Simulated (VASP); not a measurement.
A run of VASP 6.6.1 is set up as follows.

INCAR

```
SYSTEM = C
  ALGO = Fast
  EDIFF = 1E-7
  ENCUT = 520
  GGA = PE
  ISIF = 2
  ISMEAR = 0
  LASPH = .TRUE.
  LCHARG = .FALSE.
  LREAL = .FALSE.
  LWAVE = .FALSE.
  NELM = 80
  PREC = Accurate
  SIGMA = 1.0
```

Contents of KPOINTS:

```
k-points
0
G
  14 14 14
  0 0 0
```

The input POSCAR:

```
C                                       
1.0
    0.0000000000      1.7686628133      1.7686628133
    1.7686628133      0.0000000000      1.7686628133
    1.7686628133      1.7686628133      0.0000000000
  C             
     2
Direct
     0.0000000000000000    0.0000000000000000    0.0000000000000000
     0.2500000000000000    0.2500000000000000    0.2500000000000000
```

Potentials or basis: VASP PAW PBE potentials, release 64 (C).

Launch:

```sh
$ cat potpaw_PBE.64/C/POTCAR > POTCAR
$ mpirun -np 1 vasp_std > vasp.out
```

(1) Predict the band gap on the k mesh.

(2) Predict the pressure.

## Answers

(1) 4.18 eV, indirect (least direct gap 5.66 eV).

(2) 14.0 GPa.
